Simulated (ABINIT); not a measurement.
La2O3:

```
La O
1.0
     3.93078    0.00000    0.00000
    -1.96539    3.40415    0.00000
     0.00000    0.00000    6.11195
La O
2 3
Direct
  0.33333 0.66667 0.24624
  0.66667 0.33333 0.75376
  0.00000 0.00000 0.00000
  0.33333 0.66667 0.64589
  0.66667 0.33333 0.35411
```

The cell is a database's computed one.

| Property | Result |
| --- | --- |
| Program | ABINIT 10.8.3 (patched build) |
| Task | single point |
| Functional | PBE |
| Potentials or basis | JTH PAW PBE v2.0 |
| Cutoff | 626 eV |
| k mesh | 8 × 8 × 5 |
| Occupations | fermi-dirac, width 0.05 eV |
| Spin | no spin polarisation |

On this cell: pressure 2.7 GPa; largest force 0.093 eV/Å; band gap on the k mesh 3.88 eV, indirect (least direct gap 4.06 eV).

The same run follows on a disturbed copy (atoms moved at random, drawn with an rms of 0.05 Å):

```
CELL_PARAMETERS angstrom
3.93078 0.00000 0.00000
-1.96539 3.40415 0.00000
0.00000 0.00000 6.11195
ATOMIC_POSITIONS crystal
La 0.33947 0.65881 0.24598
La 0.67546 0.33874 0.75523
O 0.00556 0.00248 0.99664
O 0.33621 0.66433 0.65016
O 0.67194 0.32665 0.35699
```

Task: What does the disturbed cell give?

Result: The energy moves by +2.4 meV/atom; pressure 2.7 GPa; largest force 0.262 eV/Å; band gap on the k mesh 3.85 eV, indirect (least direct gap 4.04 eV).

Forces on the atoms (eV/Å):
```
La  -0.054  0.067  0.083
La  -0.021 -0.193  0.083
O    0.016 -0.055  0.249
O    0.082  0.114 -0.222
O   -0.022  0.067 -0.194
```

Stress tensor (GPa, compression positive):
```
 3.15  0.01  0.07
 0.01  2.26 -0.35
 0.07 -0.35  2.57
```

Caveats: spin-orbit coupling is left out, which moves the levels of the heavy elements; an odd mesh through Γ misses points on the zone boundary, where band edges often lie.
